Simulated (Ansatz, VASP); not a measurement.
V in VASP and in Ansatz

```xyz
1
Lattice="-1.5059 1.5059 1.5059 1.5059 -1.5059 1.5059 1.5059 1.5059 -1.5059" Properties=species:S:1:pos:R:3 pbc="T T T"
V     0.0000    0.0000    0.0000
```

Alike in both runs: task single point; functional r2SCAN; k mesh 20 × 20 × 20; occupations gaussian, width 0.1 eV; no spin polarisation.

|  | VASP | Ansatz |
| --- | --- | --- |
| version | VASP 6.6.1 | Ansatz 0.2.0 |
| potentials or method | VASP PAW PBE potentials, release 64 (V_sv) | scalar-relativistic, plane waves, PAW |
| plane-wave cutoff (eV) | 520 | 500 |
| valence electrons in the cell | 13 | 13 |

|  | VASP | Ansatz | Ansatz less VASP |
| --- | --- | --- | --- |
| gap on the k mesh at the Fermi level (eV) | none | none | - |
| pressure (GPa) | -4.8 | -5.4 | -0.63 |

A gap of «none» marks a metal or a gap that the smearing closes. The functional is the same, so the differences come from potentials, cutoffs and numerics.

Caveats: the PAW data sets were made with another functional, which shifts forces and pressure a little (VASP).
